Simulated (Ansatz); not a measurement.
**NaH: the cell at several levels of theory**

The task here is to estimate one member of a computed series from the others.

The runs shown are made with Ansatz 0.2.0. PAW datasets, plane waves, zero pressure. No spin polarisation and no zero-point or thermal motion.

## The structure to begin with

Space group Fm-3m (No. 225), cubic; a = 4.773 Å in the conventional setting, 13.59 Å³ an atom. Around Na lie 6 H at 2.39 Å; around H lie 6 Na at 2.39 Å.

Coordinates:

```cif
data_structure
_symmetry_space_group_name_H-M 'Fm-3m'
_symmetry_Int_Tables_number 225
_cell_length_a 4.7728
_cell_length_b 4.7728
_cell_length_c 4.7728
_cell_angle_alpha 90.000
_cell_angle_beta 90.000
_cell_angle_gamma 90.000
_cell_volume 108.73
loop_
_atom_site_label
_atom_site_type_symbol
_atom_site_symmetry_multiplicity
_atom_site_Wyckoff_symbol
_atom_site_fract_x
_atom_site_fract_y
_atom_site_fract_z
_atom_site_occupancy
Na1 Na 4 a 0.00000 0.00000 0.00000 1
H1 H 4 b 0.50000 0.00000 0.00000 1
```

The first run:

input.yaml

```yaml
crystal:
  lattice:
    - [0.0, 2.3864216652, 2.3864216652]
    - [2.3864216652, 0.0, 2.3864216652]
    - [2.3864216652, 2.3864216652, 0.0]
  atoms:
    - { symbol: Na, position: [0.0, 0.0, 0.0] }
    - { symbol: H, position: [0.5, 0.5, 0.5] }
kpoints:
  mp_grid: { grid: [8, 8, 8] }
hamiltonian:
  xc: pbe
scf:
  occupations: { method: fermi_dirac, width: 0.02 }
relax:
  f_tol: 0.005
  cell: {}
output:
  write_density: true
  write_potential: true
  elf: true
  volumetric_format: npy
```

Launch:

```sh
ansatz run input.yaml --threads 2 --pin off --max-ram 29491MiB --backend cpu --events-out ev --progress --plain --runs-dir out
```

Among the steps run: Relaxing with PBE; Relaxation with r2SCAN; Relaxing with PBEsol; Relaxation with LDA; Relaxation with HSE06.

One table of the session follows, with a row left open; its other results are not shown here.

| level | a (Å) | volume (Å³/atom) |
| --- | --- | --- |
| PBE | 4.831 | 14.093 |
| r2SCAN | 4.795 | 13.781 |
| PBEsol | 4.792 | 13.754 |
| LDA | 4.689 | 12.884 |
| HSE06 | ? | ? |

Q: Estimate the row for HSE06 from the others.

**Answer.** a (Å): 4.804; volume (Å³/atom): 13.860. In the column «a (Å)» it lies between r2SCAN (4.795) and PBE (4.831).

From the start to the first minimum the volume moved by +3.7 %. The volume runs from LDA (least) to PBE (most), a spread of 9.4 %, or 3.0 % in length if all axes shared it alike. The meshes differ: PBE 8×8×8, r2SCAN 8×8×8, PBEsol 8×8×8, LDA 8×8×8, HSE06 6×6×6.
